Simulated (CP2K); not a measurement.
Set up this calculation in CP2K 2026.2, as the native input.

```yaml
Task: relaxation of cell and atoms
Functional: PBEsol
Potentials_or_basis: POTENTIAL_UZH Sb GTH-PBE-q5; TZVP-MOLOPT-PBE-GTH basis
Density_cutoff: 6123 eV
k_mesh: 6 × 6 × 6
Occupations: fermi-dirac, width 0.1 eV
Spin: no spin polarisation
SCF_solver: diagonalisation with k points
Quickstep_method: GPW
EPS_DEFAULT: 1.0E-9
EPS_SCF: 1.0E-6
MAX_SCF: 100
SCF_GUESS: ATOMIC
Mesh_centred_on_Gamma: yes
CHOLESKY: OFF
EPS_EIGVAL: 1.0E-7
MIXING_METHOD: BROYDEN_MIXING
MIXING_ALPHA: 0.4
NBUFFER: 8
NGRIDS: 5
EXTRAPOLATION: USE_PREV_P
Basis_sets: Sb TZVP-MOLOPT-PBE-GTH-q5
Potentials: Sb GTH-PBE-q5 of POTENTIAL_UZH
ADDED_MOS: "[10]"
Optimiser: LBFGS
Most_steps: 40
KEEP_ANGLES: yes
Force_threshold_eV/A: 0.02 eV/Å
PRESSURE_TOLERANCE_bar: 100 bar
Target_pressure_GPa: 0 GPa
REL_CUTOFF_Ry: 60 Ry
MIXING_BETA_1/bohr: 1.5 1/bohr
CUTOFF_of_the_grids: 450 Ry
```

The system is Sb.

```xyz
2
Lattice="4.5067 0.0000 0.0000 2.4472 3.7843 0.0000 2.4472 1.3318 3.5422" Properties=species:S:1:pos:R:3 pbc="T T T"
Sb    7.2061    3.9215    2.7152
Sb    2.1951    1.1946    0.8271
```

One way to write it, as run:

sb_vcrelax.inp

```
&GLOBAL
  PROJECT sb_vcrelax
  RUN_TYPE CELL_OPT
  PRINT_LEVEL LOW
&END GLOBAL
&FORCE_EVAL
  METHOD QS
  STRESS_TENSOR ANALYTICAL
  &DFT
    BASIS_SET_FILE_NAME BASIS_MOLOPT_UZH
    POTENTIAL_FILE_NAME POTENTIAL_UZH
    &MGRID
      CUTOFF 450
      REL_CUTOFF 60
      NGRIDS 5
    &END MGRID
    &QS
      METHOD GPW
      EPS_DEFAULT 1.0E-9
      EXTRAPOLATION USE_PREV_P
    &END QS
    &KPOINTS
      SCHEME MONKHORST-PACK 6 6 6
      GAMMA_CENTERED T
    &END KPOINTS
    &SCF
      SCF_GUESS ATOMIC
      EPS_SCF 1.0E-6
      MAX_SCF 100
      ADDED_MOS 10
      CHOLESKY OFF
      EPS_EIGVAL 1.0E-7
      &DIAGONALIZATION ON
        ALGORITHM STANDARD
      &END DIAGONALIZATION
      &MIXING ON
        METHOD BROYDEN_MIXING
        ALPHA 0.4
        BETA 1.5
        NBUFFER 8
      &END MIXING
      &SMEAR ON
        METHOD FERMI_DIRAC
        ELECTRONIC_TEMPERATURE [K] 1160.452
      &END SMEAR
    &END SCF
    &XC
      &XC_FUNCTIONAL
        &GGA_X_PBE_SOL
        &END GGA_X_PBE_SOL
        &GGA_C_PBE_SOL
        &END GGA_C_PBE_SOL
      &END XC_FUNCTIONAL
    &END XC
    &PRINT
      &KPOINTS ON
      &END KPOINTS
      &MULLIKEN ON
        &EACH
          CELL_OPT 0
        &END EACH
        ADD_LAST NUMERIC
      &END MULLIKEN
      &MO ON
        ENERGIES T
        OCCUPATION_NUMBERS T
        &EACH
          QS_SCF 0
          CELL_OPT 0
        &END EACH
        ADD_LAST NUMERIC
      &END MO
    &END PRINT
  &END DFT
  &SUBSYS
    &CELL
      A 4.5066618304 0.0000000000 0.0000000000
      B 2.4472316736 3.7843173743 0.0000000000
      C 2.4472316736 1.3317864784 3.5422313258
      PERIODIC XYZ
    &END CELL
    &COORD
      SCALED
      Sb  0.7665100000 0.7665100000 0.7665100000
      Sb  0.2334900000 0.2334900000 0.2334900000
    &END COORD
    &KIND Sb
      BASIS_SET TZVP-MOLOPT-PBE-GTH-q5
      POTENTIAL GTH-PBE-q5
    &END KIND
    &PRINT
      &ATOMIC_COORDINATES ON
      &END ATOMIC_COORDINATES
      &CELL ON
      &END CELL
    &END PRINT
  &END SUBSYS
  &PRINT
    &FORCES ON
    &END FORCES
    &STRESS_TENSOR ON
    &END STRESS_TENSOR
  &END PRINT
&END FORCE_EVAL
&MOTION
  &CELL_OPT
    OPTIMIZER LBFGS
    MAX_ITER 40
    MAX_FORCE [eV*angstrom^-1] 0.02
    RMS_FORCE [eV*angstrom^-1] 0.02
    MAX_DR 1.0E-2
    RMS_DR 1.0E-2
    EXTERNAL_PRESSURE [bar] 0.0
    PRESSURE_TOLERANCE [bar] 100
    KEEP_ANGLES T
  &END CELL_OPT
  &PRINT
    &TRAJECTORY ON
    &END TRAJECTORY
    &CELL ON
    &END CELL
    &FORCES ON
    &END FORCES
    &STRESS ON
    &END STRESS
    &RESTART OFF
    &END RESTART
    &RESTART_HISTORY OFF
    &END RESTART_HISTORY
  &END PRINT
&END MOTION
```

Potentials or basis: POTENTIAL_UZH Sb GTH-PBE-q5; TZVP-MOLOPT-PBE-GTH basis.

The run is started by

```bash
$ OMP_NUM_THREADS=2 cp2k.psmp -i sb_vcrelax.inp -o sb_vcrelax.out
```

It gave:

* Relaxed volume: 31.49 Å³/atom
* Relaxed cell: a = 4.570 Å, b = 4.570 Å, c = 4.570 Å, α = 57.11°, β = 57.11°, γ = 57.11°
* Space group after relaxing (to 0.05 Å): R-3m (No. 166)
* Pressure after relaxing: 0.0 GPa
* Band gap on the k mesh: none (metal or under the smearing width)

Caveat: the printed path begins after the first move; the potentials were made for another functional, which shifts forces and pressure; the basis of atomic orbitals isn't converged, which shifts pressures, moduli and gaps.

Run time: 55 s on 2 threads of Arm Neoverse V1, with other jobs on the host, peak memory 0.35 GiB.
